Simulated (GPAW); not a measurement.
The system is KBr.

```
Br K
1.0
     0.00000    3.30000    3.30000
     3.30000    0.00000    3.30000
     3.30000    3.30000    0.00000
Br K
1 1
Cartesian
  3.3000 3.3000 3.3000
  0.0000 0.0000 0.0000
```

```yaml
Program: GPAW 26.7.0
Task: relaxation of cell and atoms
Functional: RPBE
Dispersion: D3(BJ)
Potentials_or_basis: the program's PAW data sets (release 1.2.1) made for this functional
Cutoff: 600 eV
Basis: pw
k_mesh: 7 × 7 × 7
Occupations: fermi-dirac, width 0.05 eV
Spin: no spin polarisation
```

At the start: pressure -4.7 GPa; volume 35.94 Å³/atom.

**Question.** Where does the relaxation end?

**Answer.** Over 5 steps the energy falls by 170.5 meV/atom and the volume is 27.24 Å³/atom (-24.2 %); space group Fm-3m (No. 225, to 0.05 Å).

Step by step:
```tsv
step	energy change (eV)	largest force (eV/Å)	pressure (GPa)	volume (Å³)
1	0.0000	0.0000	-4.72	71.87
2	-0.0468	0.0000	-4.60	70.26
3	-0.3291	0.0000	1.68	52.05
4	-0.3388	0.0000	-0.64	55.49
5	-0.3409	0.0000	-0.04	54.47
```

Final structure:
```xyz
2
Lattice="0.0000 3.0087 3.0087 3.0087 0.0000 3.0087 3.0087 3.0087 0.0000" Properties=species:S:1:pos:R:3 pbc="T T T"
Br    3.0087    3.0087    3.0087
K     0.0000    0.0000    0.0000
```

Caveat: later steps reuse the first step's grids; the volume moved by over 15 % at a fixed basis, so the end points are rough; the volume moved by -24 % from the deposited cell, more than functionals usually miss.
